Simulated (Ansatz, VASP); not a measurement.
# MgO: VASP beside Ansatz

File INCAR:

```
SYSTEM = MgO
ALGO = Normal
EDIFF = 1E-7
ENCUT = 520
GGA = PE
ISIF = 2
ISMEAR = 0
LASPH = .TRUE.
LCHARG = .FALSE.
LREAL = .FALSE.
LWAVE = .FALSE.
NBANDS = 11
NELM = 60
PREC = Accurate
SIGMA = 0.05
```

File KPOINTS:

```
k-points
0
G
  9 9 8
  0 0 0
```

Contents of POSCAR:

```
MgO
1.0
    2.9380209034      0.0000000000      0.0000000000
   -1.4690104517      2.5444007392      0.0000000000
    0.0000000000      0.0000000000      2.6796800000
Mg O
1 1
Direct
   -0.0589529777     -0.1179059554      0.0000000000
    0.3333333333      0.6666666667      0.5000000000
```

Input for Ansatz:

```yaml
crystal:
  lattice:
    - [2.9380209034, 0.0, 0.0]
    - [-1.4690104517, 2.5444007392, 0.0]
    - [0.0, 0.0, 2.67968]
  atoms:
    - { symbol: Mg, position: [-0.0589529777, -0.1179059554, 0.0] }
    - { symbol: O, position: [0.3333333333, 0.6666666667, 0.5] }
basis:
  ecutwfc: 420
kpoints:
  mp_grid: { grid: [9, 9, 8] }
hamiltonian:
  xc: pbe
scf:
  occupations: { method: gaussian, width: 0.05 }
output:
  forces: true
  stress: true
  eigenvalues: true
```

Alike in both runs: task single point; functional PBE; k mesh 9 × 9 × 8; occupations gaussian, width 0.05 eV; no spin polarisation.

|  | VASP | Ansatz |
| --- | --- | --- |
| version | VASP 6.6.1 | Ansatz 0.2.0 |
| potentials or method | VASP PAW PBE potentials, release 64 (Mg, O) | scalar-relativistic, plane waves, PAW |
| plane-wave cutoff (eV) | 520 | 420 |
| valence electrons in the cell | 8 | 16 |

|  | VASP | Ansatz | Ansatz less VASP |
| --- | --- | --- | --- |
| gap on the k mesh at the Fermi level (eV) | 2.70 | 2.72 | +0.022 |
| least direct gap on the mesh (eV) | 3.30 | 3.32 | +0.020 |
| pressure (GPa) | 3.3 | 3.9 | +0.57 |
| largest component of the traceless stress (GPa) | 1.60 | 1.63 | +0.037 |
| rms of the force components (eV/Å) | 0.318 | 0.315 | -0.0024 |

Atom by atom the forces differ by 0.002 eV/Å (rms over components). With one functional, cell and mesh, what is left measures potentials, basis and numerics. The two sets of potentials don't hold the same shells in valence.

Caveats: an odd mesh through Γ misses points on the zone boundary, where band edges often lie.
